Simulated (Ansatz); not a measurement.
ZnO built on the wurtzite prototype, relaxed with r2SCAN. Space group P6_3mc (No. 186), hexagonal; conventional cell a = 3.235 Å, c = 5.211 Å, 11.81 Å³ an atom. Around Zn lie 4 O at 1.97–1.98 Å; around O lie 4 Zn at 1.97–1.98 Å.

```
Zn O
1.0
     3.23534    0.00000    0.00000
    -1.61767    2.80189    0.00000
     0.00000    0.00000    5.21095
Zn O
2 2
Direct
  0.33333 0.66667 0.99765
  0.66667 0.33333 0.49765
  0.33333 0.66667 0.37735
  0.66667 0.33333 0.87735
```

3 runs of the plane-wave code Ansatz on this cell differ in the functional (and in the settings that go with it). Levels are in eV from each run's valence top; v1 is the last filled band, c1 the first empty one.

Run A, mean stress +6.1 GPa (compression positive):

| point | v2 | v1 | c1 | c2 |
| --- | --- | --- | --- | --- |
| Γ | 0.00 | 0.00 | 0.81 | 5.27 |
| M | -1.30 | -0.85 | 5.82 | 6.89 |
| K | -1.93 | -1.75 | 7.69 | 7.75 |
| A | -0.40 | -0.40 | 3.48 | 3.48 |
| L | -1.38 | -1.38 | 5.74 | 5.74 |
| H | -1.26 | -1.26 | 8.03 | 8.03 |

Run B, mean stress +1.4 GPa (compression positive):

| point | v2 | v1 | c1 | c2 |
| --- | --- | --- | --- | --- |
| Γ | 0.00 | 0.00 | 3.22 | 8.02 |
| M | -1.43 | -0.90 | 8.61 | 9.46 |
| K | -2.13 | -1.91 | 10.15 | 10.76 |
| A | -0.43 | -0.43 | 6.03 | 6.03 |
| L | -1.48 | -1.48 | 8.31 | 8.31 |
| H | -1.32 | -1.32 | 10.64 | 10.64 |

Run C, mean stress 0.0 GPa (compression positive):

| point | v2 | v1 | c1 | c2 |
| --- | --- | --- | --- | --- |
| Γ | 0.00 | 0.00 | 1.24 | 5.89 |
| M | -1.31 | -0.87 | 6.44 | 7.38 |
| K | -1.96 | -1.77 | 8.15 | 8.46 |
| A | -0.40 | -0.40 | 3.94 | 3.94 |
| L | -1.41 | -1.41 | 6.27 | 6.27 |
| H | -1.29 | -1.29 | 8.53 | 8.53 |

Question: Match the runs to PBE, r2SCAN, PBE0.

Answer: A is PBE, B is PBE0, C is r2SCAN. In order of the gap: PBE 0.81, r2SCAN 1.24, PBE0 3.22 eV. The stress vanishes for r2SCAN, which relaxed the cell.

No spin polarisation and no zero-point or thermal motion.

The program warns that its thresholds are loose for a hybrid's stress.

The meshes of the hybrids are coarse, so their gaps aren't converged to the digits shown.
